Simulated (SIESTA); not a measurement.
Crystal: KI.

```xyz
2
Lattice="0.0000 3.5328 3.5328 3.5328 0.0000 3.5328 3.5328 3.5328 0.0000" Properties=species:S:1:pos:R:3 pbc="T T T"
I     3.5328    3.5328    3.5328
K     0.0000    0.0000    0.0000
```

Base run:

| Item | Value |
| --- | --- |
| Program | SIESTA 5.4.2 |
| Functional | AM05 |
| Potentials or basis | PseudoDojo 0.4 standard (PBEsol files) |
| Basis | DZP (energy shift 0.003 Ry; two zetas on semicore shells; d shell added on K) |
| Grid cutoff | 800 Ry |
| Energy shift | 0.003 Ry |
| k mesh | 7 × 7 × 7 |
| Occupations | fermi-dirac, width 0.05 eV |
| Spin | no spin polarisation |

Its results: band gap on the k mesh 4.14 eV, direct; pressure 0.4 GPa.

Q: After a change of settings the same cell gave: band gap on the k mesh 3.95 eV, direct; pressure -0.2 GPa. Which change was it?
A. functional from AM05 to LDA; potentials or basis from PseudoDojo 0.4 standard (PBEsol files) to PseudoDojo 0.4 standard (LDA files)
B. functional from AM05 to vdW-DF-cx; potentials or basis from PseudoDojo 0.4 standard (PBEsol files) to PseudoDojo 0.4 standard (PBE files)
C. functional from AM05 to BLYP; potentials or basis from PseudoDojo 0.4 standard (PBEsol files) to PseudoDojo 0.4 standard (PBE files)
D. functional from AM05 to PBEsol

A: D.

Caveats: spin-orbit coupling is left out, which moves the levels of the heavy elements; the basis of atomic orbitals isn't converged, which shifts pressures, moduli and gaps; the potentials were made for another functional, which shifts forces and pressure (some runs).
